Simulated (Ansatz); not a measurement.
# CsPbCl3 in I4/mcm, a phase reached by a soft mode: following an unstable mode, part 2 of 3

Which phase does CsPbCl3 in I4/mcm, a phase reached by a soft mode fall into along its unstable mode, and how much energy does it gain?

Ansatz 0.2.0; DFT PBEsol, scalar-relativistic, plane waves, PAW; PAW set soft_1.

So far. Step 4 (The mode frozen in, largest atomic shift 0.14 Å): The run ends at a pressure of 0.00 GPa, with forces up to 0.0035 eV/Å.

The structure was built from a prototype and need not be the compound's stable phase.

### 5. Energy along the mode, all amplitudes (two of the runs are shown above)

An imaginary frequency means negative curvature, so the energy should fall and then rise again as anharmonic terms take over.

This step gave:

```
depth at the lowest point sampled  : 0.096 meV/atom
largest atomic shift at that point : 0.14 Å
```

The energy from the parent by largest atomic shift:

```
largest atomic shift (Å)  energy from the parent (meV/atom)
                   0.000                                  0
                   0.040                             -0.015
                   0.080                             -0.052
                   0.140                             -0.096
                   0.220                              0.113
                   0.320                               1.71
                   0.450                               9.32
```

Displacement at unit largest shift by atom:

```
atom  x (Å)  y (Å)  z (Å)  size
 Cs1   0.00   0.52   0.00  0.52
 Cs2   0.00  -0.52   0.00  0.52
 Pb3   0.00   0.00   0.00  0.00
 Pb4   0.00   0.00   0.00  0.00
 Cl5   0.00   0.00  -0.47  0.47
 Cl6   0.00   0.00   0.47  0.47
 Cl7   0.00  -1.00   0.00  1.00
 Cl8   0.00   1.00   0.00  1.00
 Cl9   0.00   0.00   0.47  0.47
Cl10   0.00   0.00  -0.47  0.47
```

The lowest of the steps tried is at 0.14 Å, 0.096 meV/atom below the parent; the bottom of the well need not coincide with a step.

### 6. Relaxation from the frozen mode

Starting from the lowest point found, all atoms and the cell are let go, so that strain and other modes of the same symmetry can join in.

input.yaml reads:

```yaml
crystal:
  lattice:
    - [-3.8875140237, 3.8875140237, 5.6922219697]
    - [3.8875140237, -3.8875140237, 5.6922219697]
    - [3.8875140237, 3.8875140237, -5.6922219697]
  atoms:
    - { symbol: Cs, position: [0.7593671661, 0.25, 0.5093671661] }
    - { symbol: Cs, position: [0.2406328339, 0.75, 0.4906328339] }
    - { symbol: Pb, position: [0.0, 0.0, 0.0] }
    - { symbol: Pb, position: [0.5, 0.5, 0.0] }
    - { symbol: Cl, position: [0.8080270811, 0.3080270811, 0.1274937684] }
    - { symbol: Cl, position: [0.1919729189, 0.6919729189, 0.8725062316] }
    - { symbol: Cl, position: [0.2319936341, 0.25, -0.0180063659] }
    - { symbol: Cl, position: [0.7680063659, 0.75, 0.0180063659] }
    - { symbol: Cl, position: [0.3194666873, 0.1919729189, 0.5] }
    - { symbol: Cl, position: [0.6805333127, 0.8080270811, 0.5] }
kpoints:
  mp_grid: { grid: [6, 6, 6] }
hamiltonian:
  xc: pbesol
  pseudopotentials: { kind: paw, azcp: { folder: soft_1 }, xc_functional: pbe }
scf:
  occupations: { method: fixed }
output:
  forces: true
  stress: true
  eigenvalues: true
relax:
  adjacent_minimum: "off"
  f_tol: 0.002
  max_steps: 120
  cell: { stress_tol: 0.03 }
```

Command:

```
$ ansatz run input.yaml --threads 4 --pin off --max-ram 16384MiB --backend cpu --events-out ev --progress --plain --runs-dir out
```

Numbers of over 12 decimals in the logs are rounded to 6 here.

Output:

```text
[...]
Crystal: 10 atoms, lattice volume = 344.101 Å³
Basis set: ecut = 420 eV, 6695 PW (Γ), exchange–correlation on 108×108×108 points (8 copies of the dense FFT grid, shifted against one another)
Bands: 54, of which v1, the nominal top of the filled ones, is band 44 counted from 1 (43 counted from 0)
Symmetry: 4 space group operations
[...]
k-points: 68 of 216
[...]
SCF iter   1: F=—  HF=-41068.602442 eV  |F-HF|=—  |Δ(HF+E_count)|=         —  Δρ=2.51e-2  dr2=5.20e0  ethr=3.10e-3  ⟨swp⟩=6.0  Hψ=13883  notcnv=0  defer=459
[...]
SCF iter   8: F=-41066.110753 eV  HF=-41066.110753 eV  |F-HF|=5.87e-8  |Δ(HF+E_count)|=   9.21e-8  Δρ=3.16e-6  dr2=5.70e-8  ethr=1.14e-10  ⟨swp⟩=18.5  Hψ=28334  notcnv=0
SCF 1 converged in 8 iterations: F = -41066.110753 eV  dr2 = 5.70e-8
[...]
relax step   1: F+E_penalty+E_count = -41066.11075258 eV  Δ(F+E_penalty+E_count) = +0.000e0 eV  max|allowed force component| = 3.080e-3 eV/Å  Δτ_max = 0.0000 Å  P = -0.005 GPa  Ω = 344.101 Å³  (8 SCF iters, dr2 threshold 1.00e-7 eV, accepted)
Crystal: 10 atoms, lattice volume = 344.083 Å³
Basis set: ecut = 420 eV, 6691 PW (Γ), exchange–correlation on 108×108×108 points (8 copies of the dense FFT grid, shifted against one another)
[...]
iter 1 solved again at ethr=1.22e-7 eV; its pass at ethr=3.10e-3 eV (dr2=1.07e-4 eV) is discarded
[...]
SCF iter   5: F=-41066.111009 eV  HF=-41066.111009 eV  |F-HF|=6.11e-10  |Δ(HF+E_count)|=   2.49e-8  Δρ=5.70e-7  dr2=1.15e-9  ethr=8.86e-12  ⟨swp⟩=14.2  Hψ=23551  notcnv=0
SCF 2 converged in 5 iterations: F = -41066.111009 eV  dr2 = 1.15e-9
relax step   2: F+E_penalty+E_count = -41066.11100866 eV  Δ(F+E_penalty+E_count) = -2.561e-4 eV  max|allowed force component| = 1.999e-3 eV/Å  Δτ_max = 0.0038 Å  P = +0.002 GPa  Ω = 344.083 Å³  energy of the carried Pulay correction = +8.765e-7 eV  (5 SCF iters, dr2 threshold 7.80e-9 eV, accepted)
Crystal: 10 atoms, lattice volume = 344.327 Å³
[...]
SCF iter   6: F=-41066.111330 eV  HF=-41066.111330 eV  |F-HF|=5.68e-10  |Δ(HF+E_count)|=   1.09e-8  Δρ=4.08e-7  dr2=9.76e-10  ethr=5.20e-12  ⟨swp⟩=15.5  Hψ=23517  notcnv=0
SCF 3 converged in 6 iterations: F = -41066.111330 eV  dr2 = 9.76e-10
[...]
relax step   3: F+E_penalty+E_count = -41066.11133011 eV  Δ(F+E_penalty+E_count) = -3.214e-4 eV  max|allowed force component| = 4.109e-3 eV/Å  Δτ_max = 0.0100 Å  P = +0.001 GPa  Ω = 344.327 Å³  energy of the carried Pulay correction = -1.099e-5 eV  (6 SCF iters, dr2 threshold 4.58e-9 eV, accepted)
[...]
relax step   4: F+E_penalty+E_count = -41066.11157065 eV  Δ(F+E_penalty+E_count) = -2.405e-4 eV  max|allowed force component| = 2.938e-3 eV/Å  Δτ_max = 0.0179 Å  P = -0.002 GPa  Ω = 344.362 Å³  energy of the carried Pulay correction = -1.273e-5 eV  (6 SCF iters, dr2 threshold 1.06e-9 eV, accepted)
[...]
relax step   5: F+E_penalty+E_count = -41066.11175293 eV  Δ(F+E_penalty+E_count) = -1.823e-4 eV  max|allowed force component| = 4.047e-3 eV/Å  Δτ_max = 0.0515 Å  P = +0.001 GPa  Ω = 344.391 Å³  energy of the carried Pulay correction = -1.410e-5 eV  (8 SCF iters, dr2 threshold 5.40e-10 eV, accepted)
[...]
relax step   6: F+E_penalty+E_count = -41066.11181014 eV  Δ(F+E_penalty+E_count) = -5.722e-5 eV  max|allowed force component| = 2.719e-3 eV/Å  Δτ_max = 0.0176 Å  P = -0.002 GPa  Ω = 344.456 Å³  energy of the carried Pulay correction = -1.730e-5 eV  (7 SCF iters, dr2 threshold 1.02e-9 eV, accepted)
[...]
relax step   7: F+E_penalty+E_count = -41066.11182656 eV  Δ(F+E_penalty+E_count) = -1.641e-5 eV  max|allowed force component| = 3.806e-4 eV/Å  Δτ_max = 0.0033 Å  P = +0.001 GPa  Ω = 344.422 Å³  energy of the carried Pulay correction = -1.565e-5 eV  (5 SCF iters, dr2 threshold 4.62e-10 eV, accepted)
[...]
relax step   8: F+E_penalty+E_count = -41066.11183039 eV  Δ(F+E_penalty+E_count) = -3.833e-6 eV  max|allowed force component| = 3.289e-4 eV/Å  Δτ_max = 0.0027 Å  P = +0.001 GPa  Ω = 344.429 Å³  energy of the carried Pulay correction = -1.599e-5 eV  (7 SCF iters, accepted)
[...]
SCF iter   1: F=—  HF=-41066.111904 eV  |F-HF|=—  |Δ(HF+E_count)|=         —  Δρ=1.69e-5  dr2=4.68e-8  ethr=1.84e-7  ⟨swp⟩=4.0  Hψ=25384  notcnv=0  defer=544
eigensolver tolerance schedule: the retry pair's looser diagonalisation over-reported the residual by 3452.71 of it (diagonalisation noise at 0.26 of the residual, at the tolerance the schedule requests for it); recorded, not acted on — ethr = c·dr2/N_el stays at c = 1.0e-1
[...]
SCF iter   2: F=—  HF=-41066.111844 eV  |F-HF|=—  |Δ(HF+E_count)|=   5.97e-5  Δρ=8.57e-6  dr2=1.25e-8  ethr=5.32e-11  ⟨swp⟩=3.2  Hψ=8461  notcnv=0  defer=538
[...]
SCF iter   5: F=-41066.111849 eV  HF=-41066.111849 eV  |F-HF|=7.28e-12  |Δ(HF+E_count)|=  1.60e-10  Δρ=1.92e-8  dr2=7.40e-13  ethr=1.00e-12  ⟨swp⟩=19.4  Hψ=26202  notcnv=0
SCF 9 converged in 5 iterations: F = -41066.111849 eV  dr2 = 7.40e-13
relax step   9: F+E_penalty+E_count = -41066.11184938 eV  Δ(F+E_penalty+E_count) = -1.899e-5 eV  max|allowed force component| = 3.299e-4 eV/Å  Δτ_max = 0.0000 Å  P = +0.001 GPa  Ω = 344.429 Å³  stress off target by 4.76e-3 GPa  SCF on the basis re-selected at this cell (its energy is not comparable with the rows above)  (5 SCF iters)
basis re-selected at this cell: Δ(F+E_penalty+E_count) = -1.899e-5 eV, ΔP = -0.000 GPa vs the last step (what re-selecting the basis moved, of the pressure what is left beyond the Pulay correction that the steps carried, after the strain that the cell walked since its last selection, with what the two solves' SCF thresholds leave and, on support functions, any second-order correction that the steps lacked; it is no m [...]
SCF converged after 5 iterations
Free energy (F): -41066.111849 eV
[...]
Internal energy: -41066.111849 eV  (E = F + TS)
E sigma→0 (E₀):  -41066.111849 eV
Fermi energy:    3.782180 eV
[...]
--- Forces (eV/Å), atoms counted from 1 ---
  atom   1  Cs     0.00000000    -0.00017273     0.00000000
  atom   2  Cs    -0.00000000     0.00017273     0.00000000
  atom   3  Pb     0.00000000    -0.00000000    -0.00000000
  atom   4  Pb    -0.00000000     0.00000000     0.00000000
  atom   5  Cl    -0.00002640    -0.00010597    -0.00032994
  atom   6  Cl     0.00002640     0.00010597     0.00032994
  atom   7  Cl     0.00000000    -0.00001288     0.00000000
  atom   8  Cl    -0.00000000     0.00001288     0.00000000
  atom   9  Cl     0.00002640    -0.00010597     0.00032994
  atom  10  Cl    -0.00002640     0.00010597    -0.00032994
  max |Σ_I F_I| component: 0.00e0 eV/Å
--- Stress (GPa, compression-positive) ---
        0.004321       0.000000      -0.001542
        0.000000       0.000126      -0.000000
       -0.001542      -0.000000      -0.000625
  P = ⅓ Tr σ = 0.0013 GPa (0.013 kbar)
--- Band table (eV; the first three rows and the last of 68) ---
  k-point 0: bands = [... 40 lower, 1.8133, 1.8512, 1.8856, 3.7822, 5.9024, 6.1055, 6.1733, 7.6973, ... 6 higher]
  k-point 1: bands = [... 40 lower, 1.7632, 1.8560, 1.9596, 3.4587, 6.0177, 6.2156, 6.8491, 7.9611, ... 6 higher]
  k-point 2: bands = [... 40 lower, 1.6887, 1.8688, 2.0234, 3.1410, 6.2476, 6.4013, 7.5361, 8.0374, ... 6 higher]
  k-point 67: bands = [... 40 lower, 1.7346, 1.8098, 2.4631, 3.0785, 6.5148, 6.5387, 6.8213, 8.7840, ... 6 higher]
--- Relaxed structure (8 steps of the walk, 8 accepted, 1 SCFs on fresh bases) ---
  F+E_penalty+E_count = -41066.11184938 eV   max|allowed force component| = 3.299e-4 eV/Å   (the final SCF, on the basis selected at the relaxed cell)
  cell:  # Å, volume = 344.4294 Å³
    - [-3.875238, 3.925414, 5.683053]
    - [3.854273, -3.925414, 5.668734]
    - [3.875238, 3.925414, -5.683053]
  atoms:
    - { symbol: Cs, position: [0.763288, 0.250000, 0.513288] }
    - { symbol: Cs, position: [0.236712, 0.75, 0.486712] }
    - { symbol: Pb, position: [0, 0, 0] }
    - { symbol: Pb, position: [0.500000, 0.500000, -1.734723475976807e-17] }
    - { symbol: Cl, position: [0.802116, 0.303819, 0.123825] }
    - { symbol: Cl, position: [0.197884, 0.696181, 0.876175] }
    - { symbol: Cl, position: [0.224070, 0.250000, -0.025930] }
    - { symbol: Cl, position: [0.775930, 0.75, 0.025930] }
    - { symbol: Cl, position: [0.320006, 0.196181, 0.498297] }
    - { symbol: Cl, position: [0.679994, 0.803819, 0.501703] }
```

Elapsed: 3.4 min, on 4 threads of Arm Neoverse V1, shared host; peak memory 1.4 GiB; 14 min of CPU time.

The steps of the relaxation:

```
step  energy less that of the first step (eV)  largest force component (eV/Å)  pressure (GPa)  volume (Å³)
   1                                   0.0000                          0.0031            0.00       344.10
   2                                  -0.0003                          0.0020            0.00       344.08
   3                                  -0.0006                          0.0041            0.00       344.33
   4                                  -0.0008                          0.0029            0.00       344.36
   5                                  -0.0010                          0.0040            0.00       344.39
   6                                  -0.0011                          0.0027            0.00       344.46
   7                                  -0.0011                          0.0004            0.00       344.42
   8                                  -0.0011                          0.0003            0.00       344.43
  9*                                  -0.0011                          0.0003            0.00       344.43
```

Relaxation steps marked * repeat the geometry before them on a plane-wave basis chosen anew for their cell, so energy and pressure can jump there.

The run keeps the 4 symmetry operations that it works with, so distortions that break them were not tested.

```
     cell as run  before   after  change
           a (Å)   7.914   7.920  +0.1 %
           b (Å)   7.914   7.899  -0.2 %
           c (Å)   7.914   7.920  +0.1 %
           α (°)  121.16  121.50  +0.3 %
           β (°)  121.16  120.58  -0.5 %
           γ (°)   88.01   88.29  +0.3 %
volume (Å³/atom)   34.41   34.44  +0.1 %
```

The atoms that moved most (Å, as changes of fractional coordinates times the final cell):

```
atom      dx      dy      dz  length
 Cl7   0.000  -0.062   0.000   0.062
 Cl8   0.000   0.062   0.000   0.062
 Cl9   0.008  -0.021   0.037   0.043
Cl10  -0.008   0.021  -0.037   0.043
 Cl5  -0.008  -0.021  -0.037   0.043
 Cl6   0.008   0.021   0.037   0.043
 Cs2   0.000  -0.031   0.000   0.031
 Cs1   0.000   0.031   0.000   0.031
```

This step gave:

```yaml
pressure: 0.001274 GPa
gap_on_the_k_mesh: 2.120 eV
volume_per_atom: 34.44 Å³
```

The distorted start has space group C2/c; the relaxation ends in C2/c.

### 7. The new phase in its own primitive cell

The relaxed structure is symmetrised, reduced to its primitive cell and relaxed tightly, as its phonons need.

input.yaml, the sections that differ from step 6:

```yaml
crystal:
  lattice:
    - [6.854923014, -3.925413835, 0.0]
    - [6.854923014, 3.925413835, 0.0]
    - [-4.3341809609, 0.0, 6.4000322232]
  atoms:
    - { symbol: Cs, position: [0.2367115204, 0.7632884796, 0.25] }
    - { symbol: Cs, position: [0.7632884796, 0.2367115204, 0.75] }
    - { symbol: Pb, position: [0.5, 0.0, 0.0] }
    - { symbol: Pb, position: [0.0, 0.5, 0.5] }
    - { symbol: Cl, position: [0.6799938234, 0.8021159688, 0.678290957] }
    - { symbol: Cl, position: [0.3200061766, 0.1978840312, 0.321709043] }
    - { symbol: Cl, position: [0.7759301802, 0.2240698198, 0.25] }
    - { symbol: Cl, position: [0.2240698198, 0.7759301802, 0.75] }
    - { symbol: Cl, position: [0.1978840312, 0.3200061766, 0.821709043] }
    - { symbol: Cl, position: [0.8021159688, 0.6799938234, 0.178290957] }
relax:
  adjacent_minimum: "off"
  f_tol: 0.001
  max_steps: 60
  cell: { stress_tol: 0.01 }
# kpoints, hamiltonian, scf, output: as in step 6
```

Output:

```text
[...]
Crystal: 10 atoms, lattice volume = 344.429 Å³
Basis set: ecut = 420 eV, 6697 PW (Γ), exchange–correlation on 108×108×108 points (8 copies of the dense FFT grid, shifted against one another)
Bands: 54, of which v1, the nominal top of the filled ones, is band 44 counted from 1 (43 counted from 0)
Symmetry: 4 space group operations
[...]
k-points: 68 of 216
[...]
- { symbol: Pb, position: [0.5, 0.0, 0.0] }
    - { symbol: Pb, position: [2.7755575615628914e-17, 0.5, 0.500000] }
    - { symbol: Cl, position: [0.6799938234, 0.802116, 0.678291] }
    - { symbol: Cl, position: [0.3200061766, 0.197884, 0.321709043] }
    - { symbol: Cl, position: [0.775930, 0.224070, 0.250000] }
    - { symbol: Cl, position: [0.224070, 0.775930, 0.75] }
    - { symbol: Cl, position: [0.197884, 0.3200061766, 0.821709043] }
    - { symbol: Cl, position: [0.802116, 0.679994, 0.178290957] }
[key lines of the parts left out:]
SCF converged after 6 iterations
Free energy (F): -41066.111849 eV
Fermi energy:    3.782180 eV
P = ⅓ Tr σ = 0.0013 GPa (0.013 kbar)
```

The job ended after 57 s (4 threads; peak memory 1.4 GiB; 3.7 min of CPU time).

Little changed from the start: no atom moved by 0.005 Å and no cell edge by 0.1 %.

This step gave:

| Quantity | Value |
| --- | --- |
| direct gap on mesh | 2.120 eV |

The largest force component left is 0.29 meV/Å and the pressure is 0.001 GPa, within the tolerances set. The cell now holds 34.44 Å³/atom.

(Part 2 of 3 ends here.)

[Logs are printed without paths, hosts, clocks, repeated set-up lines and the standing remarks that a program may print on its own settings, such as how far it seeks lower states.]

[Hosts, paths, dates, database ids (printed as entryN), source tags and the programs' standing remarks are cut or masked in the printed files.]
